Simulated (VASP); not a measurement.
# Si (Fd-3m) in VASP: notebook, part 2 of 2

VASP 6.6.1.

## (3) Born charges and dielectric tensor, PBE

INCAR

```
SYSTEM = Si
  PREC = Accurate
  ENCUT = 520
  EDIFF = 1E-8
  ISMEAR = 0
  SIGMA = 0.02
  LREAL = .FALSE.
  LASPH = .TRUE.
  NELM = 60
  ALGO = Normal
  ISIF = 2
  LWAVE = .FALSE.
  LCHARG = .FALSE.
  GGA = PE
  LEPSILON = .TRUE.
  IBRION = 8
  NSW = 1
```

KPOINTS

```
regular mesh
0
G
  2 2 2
  0 0 0
```

POSCAR

```
Si                                      
1.0
    0.0000000000      2.8064224518      2.8064224518
    2.8064224518      0.0000000000      2.8064224518
    2.8064224518      2.8064224518      0.0000000000
  Si            
     2
Direct
     0.7500000000000000    0.7500000000000000    0.7500000000000000
     0.5000000000000000    0.5000000000000000    0.5000000000000000
```

Potentials or basis: VASP PAW PBE potentials, release 64 (Si).

The run is started by

```console
cat potpaw_PBE.64/Si/POTCAR > POTCAR
mpirun -np 1 vasp_std > vasp.out
```

OUTCAR:

```text
SYSTEM = Si
   PREC = Accurate
   ENCUT = 520
   EDIFF = 1E-8
   ISMEAR = 0
   LREAL = .FALSE.
   LASPH = .TRUE.
   NELM = 60
   ISIF = 2
   GGA = PE
   LEPSILON = .TRUE.
   IBRION = 8
   NSW = 1

 ion  position               nearest neighbor table
   1  0.750  0.750  0.750-   2 2.43   2 2.43   2 2.43   2 2.43
   2  0.500  0.500  0.500-   1 2.43   1 2.43   1 2.43   1 2.43

  LATTYP: Found a face centered cubic cell.
 ALAT       =     5.6128449036

  Lattice vectors:

 A1 = (   0.0000000000,   2.8064224518,   2.8064224518)
 A2 = (   2.8064224518,   0.0000000000,   2.8064224518)
 A3 = (   2.8064224518,   2.8064224518,   0.0000000000)

Analysis of symmetry for initial positions (statically):
[... 310 lines left out ...]
  z     0.00000     0.00000    -0.00000     7.31089     0.00000     0.00000

 SECOND DERIVATIVES (NOT SYMMETRIZED)
 ------------------------------------
               1X          1Y          1Z          2X          2Y          2Z
  1X   -14.935508    0.000000    0.000000   14.935508    0.000000    0.000000
  1Y     0.000000  -14.935508    0.000000    0.000000   14.935508    0.000000
  1Z     0.000000    0.000000  -14.935508    0.000000    0.000000   14.935508
  2X    14.935508    0.000000    0.000000  -14.935508    0.000000    0.000000
  2Y     0.000000   14.935508    0.000000    0.000000  -14.935508    0.000000
  2Z     0.000000    0.000000   14.935508    0.000000    0.000000  -14.935508

 Eigenvectors and eigenvalues of the dynamical matrix
 ----------------------------------------------------

   1 f  =   16.122727 THz   101.302084 2PiTHz  537.796300 cm-1    66.678213 meV
             X         Y         Z           dx          dy          dz
      4.209634  4.209634  4.209634     0.000000   -0.707107    0.000000
      2.806422  2.806422  2.806422     0.000000    0.707107    0.000000
[... 21 lines left out ...]
   6 f  =    0.000000 THz     0.000000 2PiTHz    0.000000 cm-1     0.000000 meV
             X         Y         Z           dx          dy          dz
      4.209634  4.209634  4.209634     0.000000    0.000000    0.707107
      2.806422  2.806422  2.806422     0.000000    0.000000    0.707107

--------------------------------------------------------------------------------------------------------

 MACROSCOPIC STATIC DIELECTRIC TENSOR IONIC CONTRIBUTION
 ------------------------------------------------------
           0.000000    -0.000000    -0.000000
          -0.000000     0.000000    -0.000000
          -0.000000    -0.000000     0.000000
 ------------------------------------------------------

 ELASTIC MODULI CONTR FROM IONIC RELAXATION (kBar)
 Direction    XX          YY          ZZ          XY          YZ          ZX
 --------------------------------------------------------------------------------
 XX          -0.0000      0.0000      0.0000     -0.0000      0.0000     -0.0000
 YY           0.0000     -0.0000      0.0000     -0.0000     -0.0000      0.0000
 ZZ           0.0000      0.0000     -0.0000      0.0000     -0.0000     -0.0000
 XY          -0.0000     -0.0000      0.0000   -129.7007      0.0000      0.0000
 YZ           0.0000     -0.0000     -0.0000      0.0000   -129.7007      0.0000
 ZX          -0.0000      0.0000     -0.0000      0.0000      0.0000   -129.7007
 --------------------------------------------------------------------------------

 PIEZOELECTRIC TENSOR IONIC CONTR  for field in x, y, z        (C/m^2)
          XX          YY          ZZ          XY          YZ          ZX
  --------------------------------------------------------------------------------
  x    -0.00000     0.00000     0.00000    -0.00000     0.00000     0.00000
  y     0.00000    -0.00000     0.00000     0.00000    -0.00000     0.00000
  z     0.00000     0.00000    -0.00000     0.00000     0.00000    -0.00000
```

OSZICAR:

```text
N       E                     dE             d eps       ncg     rms          rms(c)
DAV:   1     0.105667829655E+02    0.10567E+02   -0.33862E+03    48   0.808E+02
DAV:   2    -0.836038953551E+01   -0.18927E+02   -0.16843E+02    80   0.790E+01
DAV:   3    -0.868134372098E+01   -0.32095E+00   -0.32095E+00    64   0.133E+01
[... 12 lines left out ...]
RMM:   7    -0.174829846870E-01    0.68778E-06   -0.32085E-07   130   0.205E-03    0.184E-04
RMM:   8    -0.174832349083E-01   -0.25022E-06    0.24183E-07   133   0.221E-04    0.950E-05
RMM:   9    -0.174828066973E-01    0.42821E-06    0.17574E-06   130   0.254E-04    0.147E-05
RMM:  10    -0.174831906027E-01   -0.38391E-06   -0.75726E-07   134   0.265E-05    0.597E-06
RMM:  11    -0.174831076147E-01    0.82988E-07    0.92579E-08   130   0.225E-05    0.166E-06
RMM:  12    -0.174831162856E-01   -0.86709E-08   -0.54628E-08   122   0.352E-06    0.839E-07
 Linear response finished
```

It took 41 s on 1 thread of Intel Xeon Platinum 8259CL at 2.50GHz (Skylake/Cascade Lake), shared host; peak memory 0.16 GiB.

What came out:

- Band gap on the k mesh: 0.80 eV, indirect (least direct gap 2.30 eV)
- Electronic dielectric tensor (diagonal): 68.25
- Born charges (mean of the diagonal): Si +0.00 e
- Highest phonon frequency at Γ: 538 cm⁻¹

Phonon frequencies in cm⁻¹ (negative: imaginary):
```csv
q point,frequencies
"(0.000, 0.000, 0.000)",0 0 0 538 538 538
```

Electronic dielectric tensor:
```
68.25  0.00  0.00
 0.00 68.25  0.00
 0.00  0.00 68.25
```

Born effective charge tensors (e):
atom 1, Si
```
0.00 0.00 0.00
0.00 0.00 0.00
0.00 0.00 0.00
```
atom 2, Si
```
0.00 0.00 0.00
0.00 0.00 0.00
0.00 0.00 0.00
```

Caveat: the k mesh is coarse (spacing up to 0.97 Å⁻¹), so the values aren't converged. A k mesh can miss the band edges.
